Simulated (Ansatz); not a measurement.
**Compressing Al₂Cu**

Level of theory: Ansatz 0.2.0, DFT PBEsol, scalar-relativistic, plane waves, PAW. (420 eV cutoff, 14×14×14 k-mesh, Gaussian smearing of 0.10 eV, no spin polarisation)

The relaxed crystal:

```
Al Cu
1.0
    -2.02463    2.02463    2.86301
     2.02463   -2.02463    2.86301
     2.02463    2.02463   -2.86301
Al Cu
2 1
Cartesian
  0.0000 2.0246 1.4315
  2.0246 0.0000 1.4315
  0.0000 0.0000 2.8630
```

Cell and atoms are relaxed at each pressure within the symmetry of the start, at zero temperature, so transitions that lower the symmetry aren't seen. The k-mesh given is that at zero pressure and may differ at others. a, b and c are the lengths of the cell vectors above. ΔH is E + PV over the energy at zero pressure.

```tsv
P (GPa)	V (Å³/atom)	V/V0	a (Å)	b (Å)	c (Å)	ΔH (eV/atom)
-1	15.80	1.010	4.062	4.062	4.062	-0.098
0	15.65	1.000	4.049	4.049	4.049	0.000
1	15.50	0.990	4.036	4.036	4.036	0.097
4	15.10	0.965	4.001	4.001	4.001	0.384
12	?	?	?	?	?	?
25	?	?	?	?	?	?
50	11.96	0.765	3.703	3.703	3.703	4.188
90	10.68	0.682	3.565	3.565	3.565	7.002
```

Q: What stands in the row for 12 GPa?

A: V 14.25 Å³/atom; V/V0 0.911; a 3.925 Å; b 3.925 Å; c 3.925 Å; ΔH 1.115 eV/atom.

Q: What stands in the row for 25 GPa?

A: V 13.25 Å³/atom; V/V0 0.847; a 3.831 Å; b 3.831 Å; c 3.831 Å; ΔH 2.228 eV/atom.